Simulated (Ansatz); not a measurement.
System: TiC (rock salt type, first atom moved by 0.06 Å along [111]), 2 atoms in the cell.

```
CELL_PARAMETERS angstrom
0.00000 2.16500 2.16500
2.16500 0.00000 2.16500
2.16500 2.16500 0.00000
ATOMIC_POSITIONS crystal
Ti 0.00800 0.00800 0.00800
C 0.50000 0.50000 0.50000
```

Code and potentials: Ansatz PAW hard set, 700 eV. Settings: k-mesh 4×4×4 Γ-centred; Fermi–Dirac smearing of 0.1 eV; no spin polarisation. For HSE06: exchange singularity: Wigner-Seitz.

Plain PBE gives:

```
Pressure : 0.63 GPa
```

```json
{"atom": "Ti1", "Fx (eV/Å)": "-0.277", "Fy (eV/Å)": "-0.277", "Fz (eV/Å)": "-0.277"}
{"atom": "C2", "Fx (eV/Å)": "0.277", "Fy (eV/Å)": "0.277", "Fz (eV/Å)": "0.277"}
```

Question: What changes under HSE06?

Answer: The pressure drops by 4.54 GPa to -3.91 GPa; the forces move by 402 meV/Å (rms):

```
atom  Fx (eV/Å)  Fy (eV/Å)  Fz (eV/Å)
 Ti1     -0.045     -0.045     -0.045
  C2      0.045      0.045      0.045
```

The stress includes the program's correction for the finite plane-wave basis.

The k-mesh is coarse, so these values belong to this mesh and can lie far from the converged ones. Potentials made with PBE were used with another functional (at least in: Ansatz PAW hard set, 700 eV (HSE06)).
